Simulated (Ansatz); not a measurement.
Crystal: Eu2O3.

```
Eu O
1.0
     3.78830    0.00000    0.00000
    -1.89415    3.28076    0.00000
     0.00000    0.00000    5.82084
Eu O
2 3
Direct
  0.33333 0.66667 0.24244
  0.66667 0.33333 0.75756
  0.33333 0.66667 0.65110
  0.66667 0.33333 0.34890
  0.00000 0.00000 0.00000
```

Measurements of this composition are mostly on another form, of space group No. 206.

Base run:

| Item | Value |
| --- | --- |
| Program | Ansatz 0.2.0 |
| Functional | PBEsol |
| Potentials or basis | Ansatz PAW |
| Cutoff | 420 eV |
| Density cutoff | 1680 eV |
| k mesh | 8 × 8 × 5 |
| Occupations | fermi-dirac, width 0.05 eV |
| Spin | collinear spin, ferromagnetic start |
| Starting moments | [7.0, 7.0, 0.0, 0.0, 0.0] μB |

Its results: band gap on the k mesh none (metal or under the smearing width); pressure -4.7 GPa; net moment 12.00 μB per cell; site moments Eu +5.98; O -0.15, -0.20 μB; largest force 0.267 eV/Å.

Problem. The run is repeated on the same cell with these changes: functional from PBEsol to r2SCAN; cutoff from 420 eV to 500 eV; density cutoff from 1680 eV to 2000 eV. What comes out?

Solution. Band gap on the k mesh 0.15 eV, indirect (least direct gap 0.17 eV); pressure -1.6 GPa; net moment 12.00 μB per cell; site moments Eu +5.96; O -0.11, -0.15 μB; largest force 0.152 eV/Å.

r2SCAN gives the wider gap, since meta-GGAs in the generalised Kohn-Sham scheme recover part of the derivative discontinuity.

Caveats: spin-orbit coupling is left out, which moves the levels of the heavy elements; without U or exact exchange the open f shell lies at the Fermi level, which spoils levels, moments and volumes; the PAW data sets come from PBE, with cores solved anew for the run's functional, which leaves a small shift of forces and pressure; the magnetic or orbital state may not be the lowest (some runs).

Not every run made on this cell is shown here.
